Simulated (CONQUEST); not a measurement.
# Al3Cu2 (P-3m1) in CONQUEST: reference runs, part 2 of 2

CONQUEST 1.3.

**3. Single point, PBEsol (atoms moved at random, drawn with an rms of 0.05 Å)**

Conquest_input

```
IO.Title Al3Cu2
IO.Coordinates coords.dat
IO.FractionalAtomicCoords T
IO.Iprint 2
IO.Iprint_init 1
General.NumberOfSpecies 2
General.PseudopotentialType hamann
AtomMove.TypeOfRun static
AtomMove.FullStress T
Grid.GridCutoff 150
DM.SolutionMethod diagon
Diag.MPMesh T
Diag.GammaCentred T
Diag.MPMeshX 7
Diag.MPMeshY 6
Diag.MPMeshZ 4
Diag.kT 0.00183747
minE.SCTolerance 1e-6
SC.MaxIters 100
IO.AtomChargeOutput T
%block ChemicalSpeciesLabel
1 63.550 Cu
2 26.980 Al
%endblock
```

coords.dat

```
    7.7326679091     0.0000000000     0.0000000000
    0.0000000000     9.4349843439     0.0000000000
    0.0000000000     0.0000000000    13.3933736959
10
  0.4969270000   0.1676770000   0.8348930000 1 T T T
  0.9969270000   0.1676770000   0.3348930000 1 T T T
  0.4992370000   0.8410520000   0.1643060000 1 T T T
  0.9992370000   0.8410520000   0.6643060000 1 T T T
  0.4929125000   0.6548700000   0.8299865000 2 T T T
  0.9929125000   0.6548700000   0.3299865000 2 T T T
  0.4922030000   0.3503880000   0.1711140000 2 T T T
  0.9922030000   0.3503880000   0.6711140000 2 T T T
  0.4958830000   0.9997990000   0.5090630000 2 T T T
  0.9958830000   0.9997990000   0.0090630000 2 T T T
```

Potentials or basis: PseudoDojo NC PBEsol, DZP, grid cutoff 150 Ha.

The run is started by

```
OMP_NUM_THREADS=1 Conquest
```

The log of the run:

```text
Simulation cell dimensions:     7.7327 a0 x     9.4350 a0 x    13.3934 a0

      Atomic coordinates (a0)
         Atom         X         Y         Z  Species
            1    3.8426    1.5820   11.1820        1
            2    7.7089    1.5820    4.4853        1
            3    3.8604    7.9353    2.2006        1
            4    7.7268    7.9353    8.8973        1
            5    3.8115    6.1787   11.1163        2
            6    7.6779    6.1787    4.4196        2
            7    3.8060    3.3059    2.2918        2
            8    7.6724    3.3059    8.9885        2
            9    3.8345    9.4331    6.8181        2
           10    7.7008    9.4331    0.1214        2

         Monkhorst-Pack mesh:   7 x   6 x   4 gamma-centred
        This calculation includes non-local pseudopotentials,
         with a maximum core radius of      8.23709393

    Job title: Al3Cu2
    Job to be run: static calculation

[... 5 lines left out ...]
      Using Fermi-Dirac smearing

    Integration grid size:     48 x   60 x   80

    Integration grid spacing:  0.161 a0 x 0.157 a0 x 0.167 a0

    Number of species:  2
    --------------------------------------------------------
    |   #  mass (au)  Charge (e)  SF Rad (a0)  NSF  Label  |
    --------------------------------------------------------
    |   1     63.550      19.000        7.366   19  Cu     |
    |   2     26.980       3.000        8.538   13  Al     |
    --------------------------------------------------------
          SCF tolerance:                 0.00000100
          SCF iterations:               100

    LibXC version:  6. 2. 2
    Using the GGA functional Perdew, Burke & Ernzerhof SOL
    Using the GGA functional Perdew, Burke & Ernzerhof SOL

           radial cut-off to be used is taken to be max PAO cut-off radius for this species:    7.031809

           greatest ang. mom. for making density from PAOs:  2

           radial cut-off to be used is taken to be max PAO cut-off radius for this species:    8.237094

           greatest ang. mom. for making density from PAOs:  2
    Minimum blocs/proc is     3600. Maximum blocs/proc is     3600
    set_atom_dens: In set_atomic_density, electrons :      94.000000000000
 matrix_size & matrix_size_padH =          154         154

    Screened ion int: energy:    -659.796880066262 Ha

    new_SC_potl: Starting.  Tolerance:  0.10000E-05

    PulayMixSC: Starting Pulay mixing, A_up =  0.500 A_dn =  0.500
    PulayMixSC: Spin non-polarised calculation.
          Harris-Foulkes Energy            :      -772.125083758986761 Ha
          GroundState Energy (E-(1/2)TS)   :      -772.125496943627468 Ha
          Free Energy (E-TS)               :      -772.125910128268288 Ha
          DFT Total Energy                 :      -769.782883233388816 Ha
          Total number of electrons        :        93.999999999999758
    PulayMixSC: Pulay iteration     1 residual:              0.81709E-02
          Harris-Foulkes Energy            :      -772.487756743363207 Ha
          GroundState Energy (E-(1/2)TS)   :      -772.488368289065647 Ha
          Free Energy (E-TS)               :      -772.488979834767974 Ha
          DFT Total Energy                 :      -770.453443116692029 Ha
          Total number of electrons        :        94.000090103683618
    PulayMixSC: Pulay iteration     2 residual:              0.66612E-02
          Harris-Foulkes Energy            :      -771.764759798557861 Ha
          GroundState Energy (E-(1/2)TS)   :      -771.765103315770148 Ha
          Free Energy (E-TS)               :      -771.765446832982320 Ha
          DFT Total Energy                 :      -771.633827489407167 Ha
          Total number of electrons        :        94.000124735853703
    PulayMixSC: Pulay iteration     3 residual:              0.17976E-02
          Harris-Foulkes Energy            :      -771.727406225825803 Ha
          GroundState Energy (E-(1/2)TS)   :      -771.727695625254455 Ha
          Free Energy (E-TS)               :      -771.727985024682994 Ha
          DFT Total Energy                 :      -771.723867995861156 Ha
          Total number of electrons        :        94.000164492238611
    PulayMixSC: Pulay iteration     4 residual:              0.30831E-03
          Harris-Foulkes Energy            :      -771.727873678496849 Ha
          GroundState Energy (E-(1/2)TS)   :      -771.728166498841460 Ha
          Free Energy (E-TS)               :      -771.728459319185959 Ha
          DFT Total Energy                 :      -771.719918532752786 Ha
          Total number of electrons        :        94.000191246502737
    PulayMixSC: Pulay iteration     5 residual:              0.44998E-03
          Harris-Foulkes Energy            :      -771.726213354077004 Ha
          GroundState Energy (E-(1/2)TS)   :      -771.726519963832629 Ha
          Free Energy (E-TS)               :      -771.726826573588141 Ha
          DFT Total Energy                 :      -771.725177959889720 Ha
          Total number of electrons        :        94.000203594887424
    PulayMixSC: Pulay iteration     6 residual:              0.17299E-03
          Harris-Foulkes Energy            :      -771.726000200789031 Ha
          GroundState Energy (E-(1/2)TS)   :      -771.726304077385976 Ha
          Free Energy (E-TS)               :      -771.726607953982921 Ha
          DFT Total Energy                 :      -771.725823064151314 Ha
          Total number of electrons        :        94.000203413645423
    PulayMixSC: Pulay iteration     7 residual:              0.71152E-04
          Harris-Foulkes Energy            :      -771.725959617868057 Ha
          GroundState Energy (E-(1/2)TS)   :      -771.726262014357303 Ha
          Free Energy (E-TS)               :      -771.726564410846549 Ha
          DFT Total Energy                 :      -771.725956255118263 Ha
          Total number of electrons        :        94.000204297359119
    PulayMixSC: Pulay iteration     8 residual:              0.10369E-04
          Harris-Foulkes Energy            :      -771.725958980339783 Ha
          GroundState Energy (E-(1/2)TS)   :      -771.726261133625144 Ha
          Free Energy (E-TS)               :      -771.726563286910505 Ha
          DFT Total Energy                 :      -771.725958893707343 Ha
          Total number of electrons        :        94.000205569645189
    PulayMixSC: Pulay iteration     9 residual:              0.10262E-05
          Harris-Foulkes Energy            :      -771.725958761586298 Ha
          GroundState Energy (E-(1/2)TS)   :      -771.726260903141110 Ha
          Free Energy (E-TS)               :      -771.726563044696036 Ha
          DFT Total Energy                 :      -771.725958749496840 Ha
          Total number of electrons        :        94.000204846625905
    PulayMixSC: Pulay iteration    10 residual:              0.59296E-06
    PulayMixSC: Reached SCF tolerance of  0.59296E-06 after     10 iterations
      | Number of electrons      =        94.000205
      |* band energy as 2Tr[K.H] =      -125.940644632361341 Ha
      |  screened ion-ion energy =      -659.796880066261906 Ha
      |  Ha correction           =        10.490788372970115 Ha
      |  XC correction           =         3.520841499434861 Ha
      | GS Energy as E-(1/2)TS   =      -771.726260903141110 Ha
      | Free Energy as E-TS      =      -771.726563044696036 Ha
      |* Harris-Foulkes energy   =      -771.725958761586298 Ha
      |* DFT total energy        =      -771.725958749496840 Ha
      |  estimated accuracy      =        -0.000000012089458 Ha

    force: Forces on atoms (Ha/a0)
    force:  Atom   X              Y              Z
    force:     1  -0.0014383736  -0.0008236213   0.0051583626
    force:     2  -0.0014383736  -0.0008236213   0.0051583626
    force:     3  -0.0024129114  -0.0017325636   0.0044870699
    force:     4  -0.0024129114  -0.0017325636   0.0044870699
    force:     5   0.0014257453  -0.0033604780   0.0031659903
    force:     6   0.0014257453  -0.0033604780   0.0031659903
    force:     7   0.0012332918   0.0046988964  -0.0015114464
    force:     8   0.0012332918   0.0046988964  -0.0015114464
    force:     9   0.0009680638   0.0012920560  -0.0112812209
    force:    10   0.0009680638   0.0012920560  -0.0112812210

    force: Maximum force :        0.01128122(Ha/a0) on atom        10 in z direction
    force: Force Residual:        0.00689087 Ha/a0
    force: Total stress:         -3.05398175     0.00672625     0.07182896 GPa
                             0.00672625    -2.60269406    -0.43638293
                             0.07182896    -0.43638293    -1.83180772
    force: Average pressure:      2.49616118 GPa

    force: Finished force
    get_E_and_F: Change in energy during last step of electronic optimisation:  0.21875E-06

    BIBLIOGRAPHY: Please consider citing the following references in the conquest.bib file

    CONQUEST:         Bowler2002pt, Miyazaki2004, Nakata2020
    Basis:            Bowler2019
    DM:               Bowler:2006xr
    Pseudopotentials: Hamann2013, Bowler2019
    XC references from LibXC:
```

It took 7.1 min on 1 thread of AMD EPYC 7R43 (Zen 3), shared host; peak memory 2.9 GiB.

Results:

```
Free energy            : -20999.7496 eV
Pressure               : 2.5 GPa
Largest force          : 0.586 eV/Å
Band gap on the k mesh : none (metal or under the smearing width)
Mulliken charges       : Cu -0.87, -0.88; Al +0.60, +0.59, +0.56 e
```

Forces in eV/Å, atoms in the order of the input:
```
Cu  -0.074 -0.042  0.265
Cu  -0.074 -0.042  0.265
Cu  -0.124 -0.089  0.231
Cu  -0.124 -0.089  0.231
Al   0.073 -0.173  0.163
Al   0.073 -0.173  0.163
Al   0.063  0.242 -0.078
Al   0.063  0.242 -0.078
Al   0.050  0.066 -0.580
Al   0.050  0.066 -0.580
```

Stress tensor (GPa, compression positive):
```
 3.05 -0.01 -0.07
-0.01  2.60  0.44
-0.07  0.44  1.83
```

Caveat: Mulliken charges move with the basis; the box holds several primitive cells, so bands are folded and the points are those of the box's own zone; the basis of atomic orbitals isn't converged, which shifts pressures, moduli and gaps.
